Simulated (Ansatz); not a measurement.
Density of states of a Sn7O16 cell (a crystal with Sn atoms taken out, relaxed), per eV and atom, broadened by Gaussian smearing of width 0.1 eV and averaged over bins of 0.2 eV, from 8 eV under the Fermi level at most up to where the solved bands end.

These are results of DFT PBE, scalar-relativistic, plane waves, PAW (Ansatz), not measurements.

Cutoff 420 eV; k points 5×5×5 on the computed 23-atom cell (Γ-centred); Gaussian smearing, width 0.10 eV; no spin polarisation.

```
CELL_PARAMETERS angstrom
6.50463 0.00097 -0.00064
0.00103 6.86487 -0.00032
-0.00068 -0.00032 6.85614
ATOMIC_POSITIONS crystal
Sn 0.99982 0.74904 0.24981
Sn 0.49967 0.24906 0.74996
Sn 0.99967 0.24897 0.75005
Sn 0.24752 0.24897 0.24994
Sn 0.74810 0.74907 0.74922
Sn 0.75186 0.24914 0.25006
Sn 0.25115 0.74900 0.75094
O 0.24878 0.24897 0.94225
O 0.76757 0.74895 0.45190
O 0.49958 0.42977 0.25016
O 0.99964 0.94597 0.75005
O 0.75062 0.24892 0.94227
O 0.23086 0.74855 0.45349
O 0.49979 0.06829 0.25008
O 0.99954 0.55206 0.75031
O 0.99968 0.44066 0.24986
O 0.49965 0.94355 0.74981
O 0.99974 0.05738 0.25008
O 0.49968 0.55453 0.75005
O 0.75065 0.24907 0.55776
O 0.23233 0.74901 0.04818
O 0.24861 0.24908 0.55776
O 0.76827 0.74926 0.04672
```

```csv
E − E_F (eV),total,O 2p,Sn 5s,Sn 5p,O 2s
-7.65,0.007,0.004,0.003,0.000,0.000
-7.45,0.067,0.038,0.026,0.001,0.002
-7.25,0.146,0.083,0.055,0.003,0.004
-7.05,0.290,0.165,0.106,0.008,0.008
-6.85,0.269,0.154,0.095,0.008,0.010
-6.65,0.253,0.143,0.090,0.007,0.011
-6.45,0.311,0.178,0.104,0.010,0.015
-6.25,0.321,0.185,0.103,0.010,0.019
-6.05,0.221,0.129,0.068,0.008,0.013
-5.85,0.196,0.117,0.054,0.010,0.013
-5.65,0.139,0.082,0.040,0.005,0.011
-5.45,0.147,0.089,0.037,0.008,0.011
-5.25,0.198,0.122,0.047,0.011,0.015
-5.05,0.132,0.083,0.030,0.008,0.010
-4.85,0.186,0.127,0.020,0.027,0.008
-4.65,0.217,0.158,0.013,0.039,0.006
-4.45,0.160,0.117,0.011,0.027,0.004
-4.25,0.355,0.259,0.017,0.065,0.010
-4.05,0.601,0.450,0.016,0.113,0.014
-3.85,0.455,0.346,0.012,0.080,0.011
-3.65,0.454,0.351,0.009,0.080,0.009
-3.45,0.683,0.536,0.009,0.114,0.016
-3.25,0.604,0.480,0.009,0.091,0.016
-3.05,0.625,0.505,0.007,0.085,0.017
-2.85,0.588,0.481,0.006,0.076,0.016
-2.65,0.632,0.527,0.004,0.073,0.018
-2.45,0.656,0.555,0.003,0.068,0.019
-2.25,0.557,0.478,0.003,0.050,0.015
-2.05,0.463,0.403,0.003,0.037,0.012
-1.85,0.524,0.463,0.004,0.034,0.012
-1.65,0.635,0.577,0.002,0.030,0.011
-1.45,0.713,0.662,0.002,0.024,0.009
-1.25,0.782,0.738,0.002,0.016,0.006
-1.05,1.178,1.132,0.002,0.011,0.005
-0.85,1.364,1.320,0.003,0.009,0.005
-0.65,1.367,1.332,0.002,0.007,0.004
-0.45,1.375,1.346,0.002,0.007,0.003
-0.25,1.358,1.334,0.001,0.006,0.003
-0.05,1.029,1.011,0.001,0.005,0.003
0.15,0.566,0.557,0.000,0.002,0.002
0.35,0.044,0.044,0.000,0.000,0.000
0.55,0.000,0.000,0.000,0.000,0.000
0.75,0.000,0.000,0.000,0.000,0.000
0.95,0.000,0.000,0.000,0.000,0.000
1.15,0.000,0.000,0.000,0.000,0.000
1.35,0.000,0.000,0.000,0.000,0.000
1.55,0.003,0.000,0.002,0.000,0.001
1.75,0.001,0.000,0.001,0.000,0.000
1.95,0.008,0.002,0.004,0.000,0.002
2.15,0.012,0.003,0.006,0.000,0.002
2.35,0.022,0.006,0.011,0.001,0.004
2.55,0.021,0.006,0.010,0.001,0.004
2.75,0.028,0.008,0.013,0.002,0.005
2.95,0.018,0.006,0.008,0.001,0.003
3.15,0.050,0.016,0.022,0.003,0.008
3.35,0.070,0.022,0.031,0.005,0.011
3.55,0.046,0.015,0.020,0.003,0.007
3.75,0.036,0.012,0.015,0.003,0.005
3.95,0.085,0.029,0.037,0.007,0.012
4.15,0.078,0.026,0.034,0.006,0.010
4.35,0.101,0.035,0.045,0.007,0.012
4.55,0.176,0.061,0.079,0.012,0.020
4.75,0.168,0.058,0.076,0.012,0.018
4.95,0.210,0.072,0.097,0.015,0.019
5.15,0.318,0.110,0.148,0.025,0.026
5.35,0.286,0.100,0.134,0.024,0.021
5.55,0.184,0.066,0.086,0.015,0.013
5.75,0.231,0.084,0.106,0.019,0.016
```

The columns after the total are the largest Löwdin projections on the valence shells of the potentials, so they needn't add up, and the weight of a shell that a potential lacks goes to other orbitals. The cell has no gap on the mesh.

Cost: 2 runs of about 12 core-minutes in all (earlier runs that led there not counted), on Arm Neoverse V1 (shared hosts).